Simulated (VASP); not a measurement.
# Bi2Se3 (Paraguanajuatite) (R-3m) in VASP: further runs, part 2 of 2

VASP 6.6.1. The steps go on from the part before.

## Step 3: Relaxation of cell and atoms, PBE

This run uses another cell than the first one, of 31.44 Å³/atom, 1.108 times its volume.

Contents of INCAR:

```
PREC     = Accurate       # precision mode
ENCUT    = 300            # plane-wave cutoff, eV
EDIFF    = 1E-7           # SCF threshold, eV
ISMEAR   = 0              # smearing method
SIGMA    = 0.03           # smearing width, eV
LREAL    = F              # projectors in reciprocal space
LASPH    = T              # aspherical terms in the spheres
NELM     = 80             # most SCF steps
ALGO     = Normal         # electronic algorithm
ISIF     = 3              # what is computed and relaxed
LWAVE    = F              # write WAVECAR
LCHARG   = F              # write CHGCAR
GGA      = PE             # functional
IBRION   = 2              # ionic algorithm
NSW      = 90             # ionic steps
EDIFFG   = -0.005         # ionic threshold
```

Contents of KPOINTS:

```
regular mesh
0
Gamma
  4 4 4
```

Contents of POSCAR:

```
Bi2Se3                                  
1.0
    2.0940826889      1.2090192041     10.3482626300
   -2.0940826889      1.2090192041     10.3482626300
    0.0000000000     -2.4180384083     10.3482626300
  Bi              Se            
     2     3
Direct
     0.3958009524954733    0.3958009524954733    0.3958009524954730
     0.6041990475045266    0.6041990475045266    0.6041990475045269
     0.0000000000000000    0.0000000000000000    0.0000000000000000
     0.2205586324267547    0.2205586324267547    0.2205586324267537
     0.7794413675732452    0.7794413675732452    0.7794413675732463
```

Potentials or basis: VASP PAW PBE potentials, release 64 (Bi, Se).

Run with:

```console
$ cat potpaw_PBE.64/Bi/POTCAR potpaw_PBE.64/Se/POTCAR > POTCAR
$ mpirun -np 1 vasp_std > vasp.out
```

OUTCAR:

```text
PREC = Accurate
   ENCUT = 300
   EDIFF = 1E-7
   ISMEAR = 0
   LREAL = F
   LASPH = T
   NELM = 80
   ISIF = 3
   GGA = PE
   IBRION = 2
   NSW = 90
   EDIFFG = -0.005

 ion  position               nearest neighbor table
   1  0.396  0.396  0.396-   5 2.88   5 2.88   5 2.88   3 3.10   3 3.10   3 3.10
   2  0.604  0.604  0.604-   4 2.88   4 2.88   4 2.88   3 3.10   3 3.10   3 3.10
   3  0.000  0.000  0.000-   2 3.10   1 3.10   2 3.10   2 3.10   1 3.10   1 3.10
   4  0.221  0.221  0.221-   2 2.88   2 2.88   2 2.88
   5  0.779  0.779  0.779-   1 2.88   1 2.88   1 2.88

  LATTYP: Found a trigonal (rhomboedric) cell.
 ALAT       =    10.6270150655
 COS(alpha) =     0.9223404166

  Lattice vectors:

 A1 = (   2.0940826889,   1.2090192041,  10.3482626300)
 A2 = (  -2.0940826889,   1.2090192041,  10.3482626300)
[... 179 lines left out ...]
  -------------------------------------------------------------------------------------
  Total        0.0325993      0.0325993      0.0276004     -0.0000000     -0.0000000      0.0000000
  in kB        0.3322566      0.3322566      0.2813070     -0.0000000     -0.0000000      0.0000000
  external PRESSURE =       0.3152734 kB  Pullay stress =       0.0000000 kB
[... 104 lines left out ...]
--------------------------------------- Ionic step        4  -------------------------------------------

 number of electron      28.0000001 magnetization

 Free energy of the ion-electron system (eV)
  ---------------------------------------------------
  ext. energy  EPLUGINS =         0.00000000
  ---------------------------------------------------
  free energy    TOTEN  =       -20.24506400 eV

  energy without entropy =      -20.24506400  energy(sigma->0) =      -20.24506400

 E-fermi :   3.1116     XC(G=0):  -8.8526

 val. band max:        2.9598152177   @ k =   0.0000   0.0000   0.0000
 cond. band min:       3.6288047381   @ k =   0.0000   0.0000   0.0000
 fundamental gap:      0.6689895204
 Fermi energy:         3.1115845436

 k-point     1 :       0.0000    0.0000    0.0000
  band No.  band energies     occupation
      1     -10.7256      2.00000
      2     -10.1768      2.00000
      3      -9.1427      2.00000
      4      -6.2016      2.00000
      5      -5.2512      2.00000
      6       1.3363      2.00000
[... 294 lines left out ...]
  FREE ENERGIE OF THE ION-ELECTRON SYSTEM (eV)
  ---------------------------------------------------
  free  energy   TOTEN  =       -20.2450639976 eV

  energy  without entropy=      -20.2450639976  energy(sigma->0) =      -20.24506400

 reached required accuracy - stopping structural energy minimisation
```

OSZICAR:

```text
N       E                     dE             d eps       ncg     rms          rms(c)
DAV:   1     0.107047062992E+03    0.10705E+03   -0.79027E+03   468   0.814E+02
DAV:   2    -0.117188124345E+02   -0.11877E+03   -0.11651E+03   640   0.156E+02
DAV:   3    -0.208365550810E+02   -0.91177E+01   -0.90404E+01   550   0.497E+01
DAV:   4    -0.211235138199E+02   -0.28696E+00   -0.28650E+00   776   0.865E+00
[... 26 lines left out ...]
       N       E                     dE             d eps       ncg     rms          rms(c)
DAV:   1    -0.202450626497E+02   -0.53405E-05   -0.43005E-04   472   0.108E-01    0.718E-03
DAV:   2    -0.202450641577E+02   -0.15080E-05   -0.22721E-05   574   0.253E-02    0.294E-03
DAV:   3    -0.202450640298E+02    0.12790E-06   -0.76649E-07   546   0.509E-03    0.185E-03
DAV:   4    -0.202450639976E+02    0.32133E-07   -0.11647E-07   284   0.194E-03
   4 F= -.20245064E+02 E0= -.20245064E+02  d E =-.675526E-05
```

Run time: 2.1 min. Hardware: 1 thread of Intel Xeon 6975P-C (Granite Rapids), shared host; peak memory 0.5 GiB.

Results:

* Free energy: -20.2451 eV
* Relaxed volume: 31.47 Å³/atom
* Relaxed cell: a = 10.630 Å, b = 10.630 Å, c = 10.630 Å, α = 22.73°, β = 22.73°, γ = 22.73°
* Space group after relaxing (to 0.05 Å): R-3m (No. 166)
* Energy gained by relaxing: 0.0 meV/atom
* Ionic steps: 4
* Pressure after relaxing: 0.0 GPa
* Largest force after relaxing: 0.004 eV/Å
* Band gap on the k mesh: 0.67 eV, direct

Forces on the atoms (eV/Å):
```
Bi   0.000  0.000 -0.001
Bi   0.000  0.000  0.001
Se   0.000  0.000  0.000
Se   0.000  0.000  0.004
Se   0.000  0.000 -0.004
```

Final structure:
```
CELL_PARAMETERS angstrom
2.09470 1.20938 10.35076
-2.09470 1.20938 10.35076
0.00000 -2.41876 10.35076
ATOMIC_POSITIONS crystal
Bi 0.39582 0.39582 0.39582
Bi 0.60418 0.60418 0.60418
Se 0.00000 0.00000 0.00000
Se 0.22058 0.22058 0.22058
Se 0.77942 0.77942 0.77942
```

Levels at points of the mesh, in eV from the valence-band top:
| k point | band 12 | band 13 | band 14 | band 15 | band 16 | band 17 |
| --- | --- | --- | --- | --- | --- | --- |
| (0.00, 0.00, 0.00) | -0.74 | -0.74 | 0.00 | 0.67 | 1.96 | 1.96 |
| (0.50, 0.00, 0.00) | -1.25 | -0.83 | -0.42 | 1.41 | 2.60 | 3.18 |
| (0.50, 0.50, 0.00) | -1.09 | -0.94 | -0.75 | 1.71 | 2.52 | 2.83 |
| (0.50, 0.50, 0.50) | -0.79 | -0.79 | -0.25 | 0.81 | 2.04 | 2.04 |

Caveat: the k mesh is coarse (spacing up to 0.44 Å⁻¹), so the values aren't converged; spin-orbit coupling is left out, which as a rule narrows the gap of such compounds by several tenths of an eV.

## Step 4: Relaxation of shape and atoms at fixed volume, PBE (a relaxed cell with its volume scaled by 0.94)

Changes to INCAR since step 3:

```diff
@@ -8,4 +8,4 @@
 NELM     = 80             # most SCF steps
-ALGO     = Normal         # electronic algorithm
-ISIF     = 3              # what is computed and relaxed
+ALGO     = Fast           # electronic algorithm
+ISIF     = 4              # what is computed and relaxed
 LWAVE    = F              # write WAVECAR
@@ -14,3 +14,3 @@
 IBRION   = 2              # ionic algorithm
-NSW      = 90             # ionic steps
-EDIFFG   = -0.005         # ionic threshold
+NSW      = 40             # ionic steps
+EDIFFG   = -0.01          # ionic threshold
```

KPOINTS is that of step 3.

Contents of POSCAR:

```
Bi2Se3                                  
1.0
    2.0519428631      1.1846897643     10.1394565713
   -2.0519428631      1.1846897643     10.1394565713
    0.0000000000     -2.3693795287     10.1394565713
  Bi              Se            
     2     3
Direct
     0.3958176902679331    0.3958176902679331    0.3958176902679331
     0.6041823097320670    0.6041823097320670    0.6041823097320670
     1.0000000000000000    1.0000000000000000    1.0000000000000000
     0.2205800627901311    0.2205800627901311    0.2205800627901311
     0.7794199372098689    0.7794199372098689    0.7794199372098689
```

Run with:

```console
$ cat potpaw_PBE.64/Bi/POTCAR potpaw_PBE.64/Se/POTCAR > POTCAR
$ mpirun -np 1 vasp_std > vasp.out
```

It took 8.3 min on 1 thread of Intel Xeon 6975P-C (Granite Rapids), shared host; peak memory 0.49 GiB.

Results (log left out):

| Quantity | Value |
| --- | --- |
| Free energy | -20.2254 eV |
| Energy gained by relaxing | 17.2 meV/atom |
| Ionic steps | 7 |
| Pressure after relaxing | 0.8 GPa |
| Largest force after relaxing | 0.008 eV/Å |
| Band gap on the k mesh | 0.35 eV, direct |

Forces on the atoms (eV/Å):
```
Bi   0.000  0.000 -0.008
Bi   0.000  0.000  0.008
Se   0.000  0.000  0.000
Se   0.000  0.000 -0.004
Se   0.000  0.000  0.004
```

The path:
```
step  energy change (eV)  largest force (eV/Å)  pressure (GPa)
   1              0.0000                0.5355            3.78
   2             -0.0225                0.3034            3.22
   3             -0.0292                0.3555            2.72
   4             -0.0447                0.2977            2.41
   5             -0.0761                0.1332            1.55
   6             -0.0743                0.1570            0.08
   7             -0.0858                0.0081            0.82
```

Final structure:
```
CELL_PARAMETERS angstrom
2.08669 1.20475 9.80461
-2.08669 1.20475 9.80461
0.00000 -2.40950 9.80461
ATOMIC_POSITIONS crystal
Bi 0.39893 0.39893 0.39893
Bi 0.60107 0.60107 0.60107
Se 0.00000 0.00000 0.00000
Se 0.21446 0.21446 0.21446
Se 0.78554 0.78554 0.78554
```

Levels at points of the mesh, in eV from the valence-band top:
| k point | band 11 | band 12 | band 13 | band 14 | band 15 | band 16 | band 17 | band 18 |
| --- | --- | --- | --- | --- | --- | --- | --- | --- |
| (0.00, 0.00, 0.00) | -1.59 | -1.05 | -1.05 | 0.00 | 0.35 | 1.57 | 1.57 | 2.23 |
| (0.50, 0.00, 0.00) | -2.65 | -1.81 | -1.10 | -0.53 | 1.02 | 2.13 | 3.11 | 3.12 |
| (0.50, 0.50, 0.00) | -1.78 | -1.60 | -1.38 | -0.93 | 1.48 | 2.10 | 2.62 | 3.10 |
| (0.50, 0.50, 0.50) | -1.35 | -1.18 | -1.18 | -0.37 | 0.67 | 1.78 | 1.78 | 2.16 |

Caveat: the k mesh is coarse (spacing up to 0.44 Å⁻¹), so the values aren't converged; spin-orbit coupling is left out, which as a rule narrows the gap of such compounds by several tenths of an eV. A k mesh can miss the band edges.

## Step 5: Relaxation of shape and atoms at fixed volume, PBE (a relaxed cell with its volume scaled by 0.96)

INCAR is that of step 4.

KPOINTS is that of step 4.

Changes to POSCAR since step 4:

```diff
@@ -2,5 +2,5 @@
 1.0
-    2.0519428631      1.1846897643     10.1394565713
-   -2.0519428631      1.1846897643     10.1394565713
-    0.0000000000     -2.3693795287     10.1394565713
+    2.0663936410      1.1930329249     10.2108635477
+   -2.0663936410      1.1930329249     10.2108635477
+    0.0000000000     -2.3860658498     10.2108635477
   Bi              Se
```

Run with:

```console
$ cat potpaw_PBE.64/Bi/POTCAR potpaw_PBE.64/Se/POTCAR > POTCAR
$ mpirun -np 1 vasp_std > vasp.out
```

Run time: 5.4 min. Hardware: 1 thread of Intel Xeon 6975P-C (Granite Rapids), shared host; peak memory 0.47 GiB.

Results (log left out):

```
Free energy               : -20.2372 eV
Energy gained by relaxing : 7.5 meV/atom
Ionic steps               : 7
Pressure after relaxing   : 0.4 GPa
Band gap on the k mesh    : 0.45 eV, direct
```

Forces on the atoms (eV/Å):
```
Bi   0.000  0.000  0.000
Bi   0.000  0.000  0.000
Se   0.000  0.000  0.000
Se   0.000  0.000  0.003
Se   0.000  0.000 -0.003
```

Step by step:
| step | energy change (eV) | largest force (eV/Å) | pressure (GPa) |
| --- | --- | --- | --- |
| 1 | 0.0000 | 0.3416 | 2.37 |
| 2 | -0.0093 | 0.1992 | 2.04 |
| 3 | -0.0123 | 0.2265 | 1.71 |
| 4 | -0.0187 | 0.1940 | 1.52 |
| 5 | -0.0322 | 0.0997 | 0.98 |
| 6 | -0.0341 | 0.0739 | -0.01 |
| 7 | -0.0373 | 0.0026 | 0.41 |

Final structure:
```xyz
5
Lattice="2.0908 1.2071 9.9738 -2.0908 1.2071 9.9738 0.0000 -2.4143 9.9738" Properties=species:S:1:pos:R:3 pbc="T T T"
Bi    0.0000    0.0000   11.9073
Bi    0.0000    0.0000   18.0141
Se    0.0000    0.0000    0.0000
Se    0.0000    0.0000    6.4750
Se    0.0000    0.0000   23.4464
```

Levels at points of the mesh, in eV from the valence-band top:
```tsv
k point	band 11	band 12	band 13	band 14	band 15	band 16	band 17	band 18
(0.00, 0.00, 0.00)	-1.45	-0.95	-0.95	0.00	0.45	1.70	1.70	2.30
(0.50, 0.00, 0.00)	-2.45	-1.61	-1.01	-0.50	1.15	2.29	3.12	3.21
(0.50, 0.50, 0.00)	-1.71	-1.42	-1.23	-0.88	1.56	2.23	2.68	3.18
(0.50, 0.50, 0.50)	-1.22	-1.04	-1.04	-0.32	0.70	1.86	1.86	2.25
```

Caveat: the k mesh is coarse (spacing up to 0.44 Å⁻¹), so the values aren't converged; spin-orbit coupling is left out, which as a rule narrows the gap of such compounds by several tenths of an eV. A k mesh can miss the band edges.

## Step 6: Relaxation of shape and atoms at fixed volume, PBE (a relaxed cell with its volume scaled by 0.98)

INCAR is that of step 5.

KPOINTS is that of step 5.

Changes to POSCAR since step 5:

```diff
@@ -2,5 +2,5 @@
 1.0
-    2.0663936410      1.1930329249     10.2108635477
-   -2.0663936410      1.1930329249     10.2108635477
-    0.0000000000     -2.3860658498     10.2108635477
+    2.0806450820      1.2012609981     10.2812855217
+   -2.0806450820      1.2012609981     10.2812855217
+    0.0000000000     -2.4025219964     10.2812855217
   Bi              Se
```

Potentials or basis: VASP PAW PBE potentials, release 64 (Bi, Se).

Run with:

```console
$ cat potpaw_PBE.64/Bi/POTCAR potpaw_PBE.64/Se/POTCAR > POTCAR
$ mpirun -np 1 vasp_std > vasp.out
```

Run time: 4.2 min. Hardware: 1 thread of Intel Xeon 6975P-C (Granite Rapids), shared host; peak memory 0.49 GiB.

It converged, with:

| Quantity | Value |
| --- | --- |
| Free energy | -20.2430 eV |
| Energy gained by relaxing | 1.8 meV/atom |
| Ionic steps | 7 |
| Pressure after relaxing | 0.2 GPa |
| Largest force after relaxing | 0.004 eV/Å |
| Band gap on the k mesh | 0.56 eV, direct |

Forces on the atoms (eV/Å):
```
Bi   0.000  0.000 -0.004
Bi   0.000  0.000  0.004
Se   0.000  0.000  0.000
Se   0.000  0.000 -0.003
Se   0.000  0.000  0.003
```

Step by step:
```csv
step,energy change (eV),largest force (eV/Å),pressure (GPa)
1,0.0000,0.1614,1.13
2,-0.0021,0.0967,0.97
3,-0.0029,0.1027,0.82
4,-0.0043,0.0889,0.74
5,-0.0073,0.0493,0.50
6,-0.0085,0.0282,0.04
7,-0.0088,0.0038,0.18
```

Final structure:
```
Bi Se
1.0
     2.09311    1.20846   10.15923
    -2.09311    1.20846   10.15923
     0.00000   -2.41691   10.15923
Bi Se
2 3
Direct
  0.39689 0.39689 0.39689
  0.60311 0.60311 0.60311
  0.00000 0.00000 0.00000
  0.21853 0.21853 0.21853
  0.78147 0.78147 0.78147
```

Levels at points of the mesh, in eV from the valence-band top:
| k point | band 12 | band 13 | band 14 | band 15 | band 16 | band 17 |
| --- | --- | --- | --- | --- | --- | --- |
| (0.00, 0.00, 0.00) | -0.84 | -0.84 | 0.00 | 0.56 | 1.84 | 1.84 |
| (0.50, 0.00, 0.00) | -1.42 | -0.92 | -0.46 | 1.28 | 2.46 | 3.15 |
| (0.50, 0.50, 0.00) | -1.24 | -1.08 | -0.82 | 1.64 | 2.38 | 2.76 |
| (0.50, 0.50, 0.50) | -0.91 | -0.91 | -0.27 | 0.75 | 1.95 | 1.95 |

Caveat: the k mesh is coarse (spacing up to 0.44 Å⁻¹), so the values aren't converged; spin-orbit coupling is left out, which as a rule narrows the gap of such compounds by several tenths of an eV. A k mesh can miss the band edges.

## Step 7: The runs side by side

| task | cell | gap on the mesh (eV) | pressure (GPa) |
| --- | --- | --- | --- |
| relaxation of cell and atoms | relaxed | 0.67 | 0.0 |
| relaxation of shape and atoms at fixed volume | atoms relaxed at fixed volume from: a relaxed cell with its volume scaled by 0.94 | 0.35 | 0.8 |
| relaxation of shape and atoms at fixed volume | atoms relaxed at fixed volume from: a relaxed cell with its volume scaled by 0.96 | 0.45 | 0.4 |
| relaxation of shape and atoms at fixed volume | atoms relaxed at fixed volume from: a relaxed cell with its volume scaled by 0.98 | 0.56 | 0.2 |

Alike in all rows: level PBE; potentials or basis VASP PAW PBE potentials, release 64 (Bi, Se); no spin polarisation; k mesh 4 × 4 × 4; cutoff (eV) 300; smearing gaussian 0.03 eV; the mesh is coarse, so values aren't converged.

Caveats: all runs use coarse meshes; spin-orbit coupling is left out, which as a rule narrows the gap of such compounds by several tenths of an eV.

Total energies depend on the potentials used, so only differences within one code and one set of settings carry meaning.
